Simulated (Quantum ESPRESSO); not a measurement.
# MnO (Fm-3m) in Quantum ESPRESSO: further runs

One crystal, MnO, is run at these levels: PBEsol; tasks: single point, equation of state.

Everything below comes from runs of Quantum ESPRESSO 7.5. Logs are shortened: lines on timing, memory, paths and dates and some standing lists are left out, and cuts for length are marked.

## Step 1: Starting point

It takes space group Fm-3m (No. 225, cubic). Conventional cell: a = 4.448 Å, b = 4.448 Å, c = 4.448 Å, α = 90.00°, β = 90.00°, γ = 90.00°. Around Mn (site symmetry m-3m) lie 6 O at 2.22 Å. O (site symmetry m-3m) is surrounded by 6 Mn at 2.22 Å.

The cell is a database's computed one.

## Step 2: Single point, PBEsol, collinear spin, ferromagnetic start, 10.34 Å³/atom

pw.in

```
&CONTROL
  calculation = 'scf'
  prefix = 'pwscf'
  outdir = './tmp'
  pseudo_dir = './pseudo'
  tprnfor = .true.
  tstress = .true.
  disk_io = 'nowf'
/
&SYSTEM
  ibrav = 0
  nat = 2
  ntyp = 2
  ecutwfc = 96
  nbnd = 20
  occupations = 'smearing'
  smearing = 'fd'
  degauss = 0.00367493
  nspin = 2
  starting_magnetization(1) = 0.2667
  starting_magnetization(2) = 0
/
&ELECTRONS
  conv_thr = 4d-10
  electron_maxstep = 120
  mixing_beta = 0.3
/
ATOMIC_SPECIES
Mn    54.9380 Mn.upf
O     15.9990 O.upf
CELL_PARAMETERS angstrom
   0.0000000000    2.1785090927    2.1785090927
   2.1785090927    0.0000000000    2.1785090927
   2.1785090927    2.1785090927    0.0000000000
ATOMIC_POSITIONS crystal
Mn     0.0000000000    0.0000000000    0.0000000000
O      0.5000000000    0.5000000000    0.5000000000
K_POINTS automatic
10 10 10 0 0 0
```

Potentials or basis: PseudoDojo 0.4.1 SR PBEsol standard.

Started as:

```bash
OMP_NUM_THREADS=1 pw.x -in pw.in > pw.out
```

pw.out:

```text
This program is part of the open-source Quantum ESPRESSO suite
     for quantum simulation of materials; please cite
[... 9 lines left out ...]
     --------------------
     sticks:   dense  smooth     PW     G-vecs:    dense   smooth      PW
     Sum         913     913    265                17837    17837    2891

     Using Slab Decomposition

     bravais-lattice index     =            0
     lattice parameter (alat)  =       5.8220  a.u.
     unit-cell volume          =     139.5419 (a.u.)^3
     number of atoms/cell      =            2
     number of atomic types    =            2
     number of electrons       =        21.00
     number of Kohn-Sham states=           20
     kinetic-energy cutoff     =      96.0000  Ry
     charge density cutoff     =     384.0000  Ry
     scf convergence threshold =      4.0E-10
     mixing beta               =       0.3000
     number of iterations used =            8  plain     mixing
     Exchange-correlation= PBESOL
                           (   1   4  10   8   0   0   0)

     celldm(1)=   5.822014  celldm(2)=   0.000000  celldm(3)=   0.000000
     celldm(4)=   0.000000  celldm(5)=   0.000000  celldm(6)=   0.000000

     crystal axes: (cart. coord. in units of alat)
               a(1) = (   0.000000   0.707107   0.707107 )
               a(2) = (   0.707107   0.000000   0.707107 )
               a(3) = (   0.707107   0.707107   0.000000 )

     reciprocal axes: (cart. coord. in units 2 pi/alat)
               b(1) = ( -0.707107  0.707107  0.707107 )
               b(2) = (  0.707107 -0.707107  0.707107 )
               b(3) = (  0.707107  0.707107 -0.707107 )

     PseudoPot. # 1 for Mn read from file:
     Mn.upf
     Pseudo is Norm-conserving + core correction, Zval = 15.0
     Generated using ONCVPSP code by D. R. Hamann
     Using radial grid of 1448 points,  6 beta functions with:
                l(1) =   0
                l(2) =   0
                l(3) =   1
                l(4) =   1
                l(5) =   2
                l(6) =   2

     PseudoPot. # 2 for O  read from file:
     O.upf
     Pseudo is Norm-conserving + core correction, Zval =  6.0
     Generated using ONCVPSP code by D. R. Hamann
     Using radial grid of  936 points,  5 beta functions with:
                l(1) =   0
                l(2) =   0
                l(3) =   1
                l(4) =   1
                l(5) =   2

     atomic species   valence    mass     pseudopotential
     Mn               15.00    54.93800     Mn( 1.00)
     O                 6.00    15.99900     O ( 1.00)

     Starting magnetic structure
     atomic species   magnetization
     Mn              0.267
     O               0.000

     48 Sym. Ops., with inversion, found

   Cartesian axes

     site n.     atom                  positions (alat units)
         1        Mn     tau(   1) = (   0.0000000   0.0000000   0.0000000  )
         2        O      tau(   2) = (   0.7071068   0.7071068   0.7071068  )

     number of k points=    47  Fermi-Dirac smearing, width (Ry)=  0.0037
                       cart. coord. in units 2pi/alat
        k(    1) = (   0.0000000   0.0000000   0.0000000), wk =   0.0010000
        k(    2) = (   0.0707107   0.0707107  -0.0707107), wk =   0.0080000
        k(    3) = (   0.1414214   0.1414214  -0.1414214), wk =   0.0080000
        k(    4) = (   0.2121320   0.2121320  -0.2121320), wk =   0.0080000
        k(    5) = (   0.2828427   0.2828427  -0.2828427), wk =   0.0080000
        k(    6) = (  -0.3535534  -0.3535534   0.3535534), wk =   0.0040000
[... 39 lines left out ...]
        k(   46) = (  -0.0707107  -0.3535534   0.6363961), wk =   0.0240000
        k(   47) = (  -0.7071068   0.2828427   0.0000000), wk =   0.0120000

     Dense  grid:    17837 G-vectors     FFT dimensions: (  40,  40,  40)

     Generating pointlists ...
     new r_m :   0.2917 (alat units)  1.6982 (a.u.) for type    1
     new r_m :   0.2917 (alat units)  1.6982 (a.u.) for type    2

     Initial potential from superposition of free atoms

     starting charge      20.9995, renormalised to      21.0000
     Starting wfcs are   14 randomized atomic wfcs +    6 random wfcs

     Self-consistent Calculation

     iteration #  1     ecut=    96.00 Ry     beta= 0.30
     Davidson diagonalization with overlap
     ethr =  1.00E-02,  avg # of iterations =  5.2

     total energy              =    -250.51227563 Ry
     estimated scf accuracy    <       0.23339558 Ry
[... 104 lines left out ...]
     iteration # 12     ecut=    96.00 Ry     beta= 0.30
     Davidson diagonalization with overlap
     ethr =  1.03E-11,  avg # of iterations =  1.5

     Magnetic moment per site  (integrated on atomic sphere of radius R)
     atom   1 (R=0.292)  charge= 12.5382  magn=  3.8950
     atom   2 (R=0.292)  charge=  5.8688  magn=  0.2236

     End of self-consistent calculation

 ------ SPIN UP ------------

          k = 0.0000 0.0000 0.0000 (  2229 PWs)   bands (ev):

   -66.7209 -35.7183 -35.7183 -35.7183  -6.3438  10.2957  10.2957  10.2957
    11.0713  11.0713  11.0713  11.6426  11.6426  14.1068  28.3694  30.9708
    30.9708  30.9708  35.0476  35.0476

          k = 0.0707 0.0707-0.0707 (  2193 PWs)   bands (ev):
[... 175 lines left out ...]
   -66.7085 -35.7950 -35.7495 -35.7495  -5.2813   6.8719   9.1965   9.1965
     9.9203  12.1268  12.4039  12.4039  12.5894  19.8113  22.4207  24.9649
    28.5714  28.5714  39.4969  41.0003

          k = 0.2828 0.1414 0.0000 (  2202 PWs)   bands (ev):

   -66.7158 -35.7555 -35.7325 -35.7250  -5.8002   7.3386   8.7709   9.0203
    11.1071  11.8752  12.1132  12.3459  13.5712  17.3322  25.2457  26.8539
    29.4017  30.4398  35.1151  36.5904

          k = 0.3536 0.2121-0.0707 (  2213 PWs)   bands (ev):
[... 85 lines left out ...]
   -66.7085 -35.7792 -35.7652 -35.7504  -5.1723   7.2349   7.7482   7.8469
    11.5870  12.1517  12.4048  12.4766  13.4597  21.5817  22.6211  23.2052
    26.2025  32.0814  34.9266  41.0347

 ------ SPIN DOWN ----------

          k = 0.0000 0.0000 0.0000 (  2229 PWs)   bands (ev):

   -62.5177 -31.2782 -31.2782 -31.2782  -5.8798  10.7206  10.7206  10.7206
    14.9678  14.9678  14.9678  15.2791  15.6850  15.6850  29.0180  32.5086
    32.5086  32.5086  37.1516  37.1516

          k = 0.0707 0.0707-0.0707 (  2193 PWs)   bands (ev):
[... 175 lines left out ...]
   -62.5034 -31.3718 -31.3158 -31.3158  -4.8265   7.4530   9.6799   9.6799
    13.2025  16.3417  16.6573  16.8362  16.8362  21.6042  23.3167  26.9954
    29.9114  29.9114  40.8631  42.0116

          k = 0.2828 0.1414 0.0000 (  2202 PWs)   bands (ev):

   -62.5118 -31.3245 -31.2953 -31.2860  -5.3486   8.2418   9.8093   9.9000
    14.7192  15.8577  15.9942  16.0771  16.8333  18.7527  26.7705  28.4297
    31.0176  31.8467  36.2577  38.1537

          k = 0.3536 0.2121-0.0707 (  2213 PWs)   bands (ev):
[... 85 lines left out ...]
   -62.5034 -31.3524 -31.3352 -31.3175  -4.7261   7.9341   8.5330   8.7910
    14.9852  16.0438  16.6022  16.8378  17.3155  23.2363  23.8275  24.7361
    27.6327  33.3984  36.0351  42.3480

     the Fermi energy is    14.4221 ev

!    total energy              =    -250.55717199 Ry
     estimated scf accuracy    <          7.6E-11 Ry
     smearing contrib. (-TS)   =      -0.00075396 Ry
     internal energy E=F+TS    =    -250.55641803 Ry

     The total energy is F=E-TS. E is the sum of the following terms:
     one-electron contribution =     -98.24517586 Ry
     hartree contribution      =      61.59166628 Ry
     xc contribution           =     -44.74168966 Ry
     ewald contribution        =    -169.16121879 Ry

     total magnetization       =     4.61 Bohr mag/cell
     absolute magnetization    =     4.61 Bohr mag/cell

     convergence has been achieved in  12 iterations

     Forces acting on atoms (cartesian axes, Ry/au):

     atom    1 type  1   force =     0.00000000    0.00000000   -0.00000000
     atom    2 type  2   force =    -0.00000000   -0.00000000    0.00000000

     Total force =     0.000000     Total SCF correction =     0.000000

     Computing stress (Cartesian axis) and pressure

          total   stress  (Ry/bohr**3)                   (kbar)     P=       -8.50
  -0.00005777   0.00000000   0.00000000           -8.50        0.00        0.00
   0.00000000  -0.00005777  -0.00000000            0.00       -8.50       -0.00
   0.00000000   0.00000000  -0.00005777            0.00        0.00       -8.50

=------------------------------------------------------------------------------=
   JOB DONE.
=------------------------------------------------------------------------------=
```

It took 79 s on 1 thread of Arm Neoverse V1, shared host; peak memory 0.12 GiB.

Results:

```
Free energy                                           : -3409.0040 eV
Pressure                                              : -0.8 GPa
Band gap on the k mesh                                : none (metal or under the smearing width)
Net moment                                            : 4.61 μB per cell
Absolute moment                                       : 4.61 μB per cell
Site moments                                          : Mn +3.90; O +0.22 μB
Valence electrons inside the program's atomic spheres : Mn 12.54; O 5.87
```

Caveat: a cell with one magnetic atom can't hold antiferromagnetic order, which such compounds often take; semilocal functionals often make such compounds metallic where correlation or magnetic order opens a gap, which also shifts bond lengths.

## Step 3: Single point, PBEsol, collinear spin, ferromagnetic start, 10.56 Å³/atom

pw.in, as its differences from that of step 2:

```diff
@@ -31,5 +31,5 @@
 CELL_PARAMETERS angstrom
-   0.0000000000    2.1785090927    2.1785090927
-   2.1785090927    0.0000000000    2.1785090927
-   2.1785090927    2.1785090927    0.0000000000
+   0.0000000000    2.1938512115    2.1938512115
+   2.1938512115    0.0000000000    2.1938512115
+   2.1938512115    2.1938512115    0.0000000000
 ATOMIC_POSITIONS crystal
```

Potentials or basis: PseudoDojo 0.4.1 SR PBEsol standard.

Started as:

```bash
OMP_NUM_THREADS=1 pw.x -in pw.in > pw.out
```

Run time: 79 s. Hardware: 1 thread of Arm Neoverse V1, shared host; peak memory 0.12 GiB.

Results (log left out):

```yaml
Free_energy: -3408.9989 eV
Pressure: -2.8 GPa
Band_gap_on_the_k_mesh: none (metal or under the smearing width)
Net_moment: 4.69 μB per cell
Absolute_moment: 4.69 μB per cell
Site_moments: Mn +3.96; O +0.23 μB
Valence_electrons_inside_the_program's_atomic_spheres: Mn 12.56; O 5.89
```

Caveat: a cell with one magnetic atom can't hold antiferromagnetic order, which such compounds often take; semilocal functionals often make such compounds metallic where correlation or magnetic order opens a gap, which also shifts bond lengths.

## Step 4: Single point, PBEsol, collinear spin, ferromagnetic start, 10.78 Å³/atom

pw.in, as its differences from that of step 3:

```diff
@@ -31,5 +31,5 @@
 CELL_PARAMETERS angstrom
-   0.0000000000    2.1938512115    2.1938512115
-   2.1938512115    0.0000000000    2.1938512115
-   2.1938512115    2.1938512115    0.0000000000
+   0.0000000000    2.2089816980    2.2089816980
+   2.2089816980    0.0000000000    2.2089816980
+   2.2089816980    2.2089816980    0.0000000000
 ATOMIC_POSITIONS crystal
```

Started as:

```bash
OMP_NUM_THREADS=1 pw.x -in pw.in > pw.out
```

It took 86 s on 1 thread of Arm Neoverse V1, shared host; peak memory 0.12 GiB.

The run converged. Its results:

* Free energy: -3408.9892 eV
* Pressure: -4.4 GPa
* Band gap on the k mesh: none (metal or under the smearing width)
* Net moment: 4.77 μB per cell
* Absolute moment: 4.77 μB per cell
* Site moments: Mn +4.03; O +0.24 μB
* Valence electrons inside the program's atomic spheres: Mn 12.58; O 5.91

Caveat: a cell with one magnetic atom can't hold antiferromagnetic order, which such compounds often take; semilocal functionals often make such compounds metallic where correlation or magnetic order opens a gap, which also shifts bond lengths.

## Step 5: Single point, PBEsol, collinear spin, ferromagnetic start, 11.00 Å³/atom

pw.in, as its differences from that of step 4:

```diff
@@ -31,5 +31,5 @@
 CELL_PARAMETERS angstrom
-   0.0000000000    2.2089816980    2.2089816980
-   2.2089816980    0.0000000000    2.2089816980
-   2.2089816980    2.2089816980    0.0000000000
+   0.0000000000    2.2239077028    2.2239077028
+   2.2239077028    0.0000000000    2.2239077028
+   2.2239077028    2.2239077028    0.0000000000
 ATOMIC_POSITIONS crystal
```

Started as:

```bash
OMP_NUM_THREADS=1 pw.x -in pw.in > pw.out
```

Wall time 80 s (1 thread of Arm Neoverse V1, shared host); peak memory 0.12 GiB.

Results (log left out):

- Free energy: -3408.9740 eV
- Pressure: -6.8 GPa
- Band gap on the k mesh: none (metal or under the smearing width)
- Net moment: 4.80 μB per cell
- Absolute moment: 4.80 μB per cell
- Site moments: Mn +4.07; O +0.24 μB
- Valence electrons inside the program's atomic spheres: Mn 12.60; O 5.92

Caveat: a cell with one magnetic atom can't hold antiferromagnetic order, which such compounds often take; semilocal functionals often make such compounds metallic where correlation or magnetic order opens a gap, which also shifts bond lengths.

## Step 6: Single point, PBEsol, collinear spin, ferromagnetic start, 11.22 Å³/atom

pw.in, as its differences from that of step 5:

```diff
@@ -31,5 +31,5 @@
 CELL_PARAMETERS angstrom
-   0.0000000000    2.2239077028    2.2239077028
-   2.2239077028    0.0000000000    2.2239077028
-   2.2239077028    2.2239077028    0.0000000000
+   0.0000000000    2.2386359976    2.2386359976
+   2.2386359976    0.0000000000    2.2386359976
+   2.2386359976    2.2386359976    0.0000000000
 ATOMIC_POSITIONS crystal
```

Potentials or basis: PseudoDojo 0.4.1 SR PBEsol standard.

Started as:

```bash
OMP_NUM_THREADS=1 pw.x -in pw.in > pw.out
```

Run time: 80 s. Hardware: 1 thread of Arm Neoverse V1, shared host; peak memory 0.13 GiB.

It converged, with:

- Free energy: -3408.9521 eV
- Pressure: -9.1 GPa
- Band gap on the k mesh: none (metal or under the smearing width)
- Net moment: 4.82 μB per cell
- Absolute moment: 4.82 μB per cell
- Site moments: Mn +4.10; O +0.24 μB
- Valence electrons inside the program's atomic spheres: Mn 12.62; O 5.94

Caveat: a cell with one magnetic atom can't hold antiferromagnetic order, which such compounds often take; semilocal functionals often make such compounds metallic where correlation or magnetic order opens a gap, which also shifts bond lengths.

## Step 7: Single point, PBEsol, collinear spin, ferromagnetic start, 11.44 Å³/atom

pw.in, as its differences from that of step 6:

```diff
@@ -31,5 +31,5 @@
 CELL_PARAMETERS angstrom
-   0.0000000000    2.2386359976    2.2386359976
-   2.2386359976    0.0000000000    2.2386359976
-   2.2386359976    2.2386359976    0.0000000000
+   0.0000000000    2.2531730023    2.2531730023
+   2.2531730023    0.0000000000    2.2531730023
+   2.2531730023    2.2531730023    0.0000000000
 ATOMIC_POSITIONS crystal
```

Started as:

```bash
OMP_NUM_THREADS=1 pw.x -in pw.in > pw.out
```

Run time: 80 s. Hardware: 1 thread of Arm Neoverse V1, shared host; peak memory 0.13 GiB.

Results (log left out):

```yaml
Free_energy: -3408.9248 eV
Pressure: -10.7 GPa
Band_gap_on_the_k_mesh: none (metal or under the smearing width)
Net_moment: 4.86 μB per cell
Absolute_moment: 4.86 μB per cell
Site_moments: Mn +4.14; O +0.24 μB
Valence_electrons_inside_the_program's_atomic_spheres: Mn 12.63; O 5.96
```

Caveat: a cell with one magnetic atom can't hold antiferromagnetic order, which such compounds often take; semilocal functionals often make such compounds metallic where correlation or magnetic order opens a gap, which also shifts bond lengths.

## Step 8: Single point, PBEsol, collinear spin, ferromagnetic start, 11.66 Å³/atom

pw.in, as its differences from that of step 7:

```diff
@@ -31,5 +31,5 @@
 CELL_PARAMETERS angstrom
-   0.0000000000    2.2531730023    2.2531730023
-   2.2531730023    0.0000000000    2.2531730023
-   2.2531730023    2.2531730023    0.0000000000
+   0.0000000000    2.2675248097    2.2675248097
+   2.2675248097    0.0000000000    2.2675248097
+   2.2675248097    2.2675248097    0.0000000000
 ATOMIC_POSITIONS crystal
```

Started as:

```bash
OMP_NUM_THREADS=1 pw.x -in pw.in > pw.out
```

It took 87 s on 1 thread of Arm Neoverse V1, shared host; peak memory 0.13 GiB.

It converged, with:

```yaml
Free_energy: -3408.8934 eV
Pressure: -12.2 GPa
Band_gap_on_the_k_mesh: none (metal or under the smearing width)
Net_moment: 4.91 μB per cell
Absolute_moment: 4.91 μB per cell
Site_moments: Mn +4.17; O +0.24 μB
Valence_electrons_inside_the_program's_atomic_spheres: Mn 12.65; O 5.97
```

Caveat: a cell with one magnetic atom can't hold antiferromagnetic order, which such compounds often take; semilocal functionals often make such compounds metallic where correlation or magnetic order opens a gap, which also shifts bond lengths.

## Step 9: Equation of state, PBEsol, collinear spin, ferromagnetic start

Potentials or basis: PseudoDojo 0.4.1 SR PBEsol standard.

No new run: the results of the series are fitted here.

Results:

```yaml
Equilibrium_volume: "10.27 Å³/atom (rough: see the caveat)"
Bulk_modulus: 94 GPa (rough)
```

Energy against volume, from the lowest point:
```tsv
volume (Å³/atom)	energy (meV/atom)
10.339	0.00
10.559	2.57
10.779	7.39
10.999	15.00
11.219	25.95
11.439	39.59
11.659	55.31
```

Caveat: the fit is doubtful: noisy points or a state that changes with volume; the minimum lies outside the volumes run.
